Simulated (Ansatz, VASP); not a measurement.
BeTe: VASP beside Ansatz

```xyz
2
Lattice="0.0000 2.7700 2.7700 2.7700 0.0000 2.7700 2.7700 2.7700 0.0000" Properties=species:S:1:pos:R:3 pbc="T T T"
Be    0.0000    0.0000    0.0000
Te    1.3850    1.3850    1.3850
```

Alike in both runs: task relaxation of cell and atoms; functional r2SCAN; k mesh 8 × 8 × 8; occupations gaussian, width 0.02 eV; no spin polarisation.

|  | VASP | Ansatz |
| --- | --- | --- |
| version | VASP 6.6.1 | Ansatz 0.2.0 |
| potentials or method | VASP PAW PBE potentials, release 64 (Be, Te) | scalar-relativistic, plane waves, PAW |
| plane-wave cutoff (eV) | 600 | 500 |
| valence electrons in the cell | 8 | 18 |

VASP gave:

```
gap on the k mesh at the Fermi level, each at its own relaxed structure (eV) : 2.37
relaxed volume (Å³/atom)                                                     : 22.69
relaxed cell length with the largest relative difference (Å)                 : 4.004
energy change over the relaxation (meV/atom)                                 : -19
```

Problem. What did Ansatz give for the same quantities?

Solution. gap on the k mesh at the Fermi level, each at its own relaxed structure (eV): 2.37; relaxed volume (Å³/atom): 22.63; relaxed cell length with the largest relative difference (Å): 4.000; energy change over the relaxation (meV/atom): -17.

The two sets of potentials don't hold the same shells in valence.

Caveats: the PAW data sets were made with another functional, which shifts forces and pressure a little (VASP); spin-orbit coupling is left out, which moves the levels of the heavy elements. A k mesh can miss the band edges. r2SCAN opens gaps a little over a GGA but as a rule still falls short of measured ones.
